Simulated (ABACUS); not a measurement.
**BN: equation of state with RPBE**

**The experiment to reproduce.**

“Effect of nanostructuration on compressibility of cubic BN”, 2012, arxiv:1208.3664 quotes, for a bulk crystal of BN at 300 K: bulk modulus 395 ± 2 GPa.

BN:

```xyz
2
Lattice="0.0000 1.8130 1.8130 1.8130 0.0000 1.8130 1.8130 1.8130 0.0000" Properties=species:S:1:pos:R:3 pbc="T T T"
N     0.9065    0.9065    0.9065
B     0.0000    0.0000    0.0000
```

The cell is a database's computed one.

```yaml
Program: ABACUS 3.10.1
Task: equation of state
Functional: RPBE
Potentials_or_basis: Ansatz NC PBE
Cutoff: 1252 eV
Density_cutoff: 5007 eV
Basis: plane waves
k_mesh: 10 × 10 × 10
Occupations: fermi-dirac, width 0.05 eV
Spin: no spin polarisation
Radial_cutoff_of_the_potentials_pseudo_rcut: 10 bohr
SCF_threshold_on_the_density: 1e-08
Max_SCF_steps: 100
Eigensolver: dav
Mixing: broyden
Mixing_share: 0.7
Symmetry_key: 1
Bands: 8
```

```
Equilibrium volume                      : 5.99 Å³/atom
Bulk modulus                            : 365 GPa
Pressure derivative of the bulk modulus : 3.7 (rough: it moves with the points fitted)
```

Energy against volume, from the lowest point:
| volume (Å³/atom) | energy (meV/atom) |
| --- | --- |
| 5.602 | 30.26 |
| 5.840 | 2.95 |
| 6.078 | 0.00 |
| 6.317 | 17.26 |

All runs of the series together: 8 s on 4 threads of Intel(R) Xeon(R) 6975P-C (Granite Rapids) (shared host).

Measured bulk modulus of BN: 395 GPa (300 K; quoted in “Effect of nanostructuration on compressibility of cubic BN”, 2012, arxiv:1208.3664). This calculation gives 365 GPa (-7.6 %). The fit is for a static lattice scaled at fixed shape and fixed fractional positions.

Caveat: the potentials were made for another functional, which shifts forces and pressure.
